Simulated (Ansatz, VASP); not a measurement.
## Ti: VASP beside Ansatz

The input INCAR:

```
PREC = Accurate
ENCUT = 520
EDIFF = 1E-6
ISMEAR = 0
SIGMA = 0.15
LREAL = False
LASPH = True
NELM = 80
ALGO = Fast
ISIF = 2
LWAVE = False
LCHARG = False
GGA = PS
NBANDS = 12
```

File KPOINTS:

```
regular mesh
0
Gamma
  20 20 20
```

File POSCAR:

```
Ti
1.0
   -1.7814949655      1.7814949655      1.5247028984
    1.7814949655     -1.7814949655      1.5247028984
    1.4284058733      1.4284058733     -1.5247028984
Ti
1
Direct
    0.0000000000      0.0000000000      0.0000000000
```

Input for Ansatz:

```yaml
crystal:
  lattice:
    - [-1.7814949655, 1.7814949655, 1.5247028984]
    - [1.7814949655, -1.7814949655, 1.5247028984]
    - [1.4284058733, 1.4284058733, -1.5247028984]
  atoms:
    - { symbol: Ti, position: [0.0, 0.0, 0.0] }
basis:
  ecutwfc: 520.0
kpoints:
  mp_grid: { grid: [20, 20, 20] }
hamiltonian:
  xc: pbesol
  pseudopotentials: { kind: paw, azcp: { folder: soft_1 } }
scf:
  occupations: { method: gaussian, width: 0.15 }
output:
  forces: true
  stress: true
  eigenvalues: true
```

Change from the starting cell: engineering shear strain xy -0.2200, normal strain along z -0.0500.

Alike in both runs: task single point; functional PBEsol; k mesh 20 × 20 × 20; occupations gaussian, width 0.15 eV; no spin polarisation.

```csv
,VASP,Ansatz
version,VASP 6.6.1,Ansatz 0.2.0
potentials or method,"VASP PAW PBE potentials, release 64 (Ti_sv)","scalar-relativistic, plane waves, PAW"
plane-wave cutoff (eV),520,520
valence electrons in the cell,12,12
```

```tsv
	VASP	Ansatz	Ansatz less VASP
gap on the k mesh at the Fermi level (eV)	none	none	-
pressure (GPa)	6.8	7.0	+0.30
largest component of the traceless stress (GPa)	6.96	6.95	-0.015
```

A gap of «none» marks a metal or a gap that the smearing closes. Ansatz warned: «pseudo_functional_mismatch».

Caveats: the PAW data sets were made with another functional, which shifts forces and pressure a little (VASP).
